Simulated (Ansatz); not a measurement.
Crystal: Pt.

```
Pt
1.0
    -1.58422    1.58422    1.58422
     1.58422   -1.58422    1.58422
     1.58422    1.58422   -1.58422
Pt
1
Direct
  0.00000 0.00000 0.00000
```

This isn't the form of Pt at room conditions, which is fcc.

Base run:

* Program: Ansatz 0.2.0
* Functional: revPBE
* Potentials or basis: Ansatz PAW
* Cutoff: 420 eV (not typed: the program's choice for these potentials)
* k mesh: 12 × 12 × 12
* Occupations: fermi-dirac, width 0.05 eV
* Spin: no spin polarisation

Its results: band gap on the k mesh none (metal or under the smearing width); pressure 1.6 GPa.

The run is repeated on the same cell with these changes: functional from revPBE to r2SCAN; cutoff from 420 eV (not typed: the program's choice for these potentials) to 500 eV (not typed: the program's choice for these potentials). What comes out?

Band gap on the k mesh none (metal or under the smearing width); pressure -6.9 GPa.

Caveats: spin-orbit coupling is left out, which moves the levels of the heavy elements; the PAW data sets come from PBE, with cores solved anew for the run's functional, which leaves a small shift of forces and pressure.
